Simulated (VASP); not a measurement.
Set up this calculation in VASP 6.6.1, as the native input.

```yaml
Task: single point
Functional: PBE
Potentials_or_basis: VASP PAW PBE potentials, release 64 (Cr_pv)
Cutoff: 520 eV
k_mesh: 11 × 11 × 6
Occupations: fermi-dirac, width 0.05 eV
Spin: collinear spin, ferromagnetic start
Starting_moments: "[3.0, 3.0] μB"
Further_INCAR_settings: ALGO = Normal; EDIFF = 1e-07; NBANDS = 23
```

The structure of Cr lies in POSCAR:

```
Cr
1.0
    2.7140000000      0.0000000000      0.0000000000
   -1.3570000000      2.3503929459      0.0000000000
    0.0000000000      0.0000000000      4.4100000000
Cr
2
Direct
    0.6666666667      0.3333333333      0.7500000000
    0.3333333333      0.6666666667      0.2500000000
```

This isn't the form of Cr at room conditions, which is bcc.

These files were run (other wordings do the same):

INCAR

```
SYSTEM = Cr
ALGO = Normal
EDIFF = 1E-7
ENCUT = 520
GGA = PE
ISIF = 2
ISMEAR = -1
ISPIN = 2
LASPH = .True.
LCHARG = .False.
LMAXMIX = 4
LORBIT = 11
LREAL = .False.
LWAVE = .False.
MAGMOM = 3 3
NBANDS = 23
NELM = 120
PREC = Accurate
SIGMA = 0.05
```

KPOINTS

```
k-points
0
Gamma
  11 11 6
  0 0 0
```

Potentials or basis: VASP PAW PBE potentials, release 64 (Cr_pv).

Run with:

```bash
$ cat potpaw_PBE.64/Cr_pv/POTCAR > POTCAR
$ mpirun -np 1 vasp_std > vasp.out
```

Results of the run:

```yaml
Pressure: -25.5 GPa
Band_gap_on_the_k_mesh: none (metal or under the smearing width)
Net_moment: 1.77 μB per cell
Site_moments: Cr +0.82 μB
Valence_electrons_inside_the_program's_atomic_spheres: Cr 10.72
```

Caveat: so large a pressure means that the cell lies far from this level's equilibrium, or that cutoff or potentials fall short.

It took 58 s on 1 thread of Intel(R) Xeon(R) Platinum 8488C (Sapphire Rapids), with other jobs on the host, peak memory 0.18 GiB.
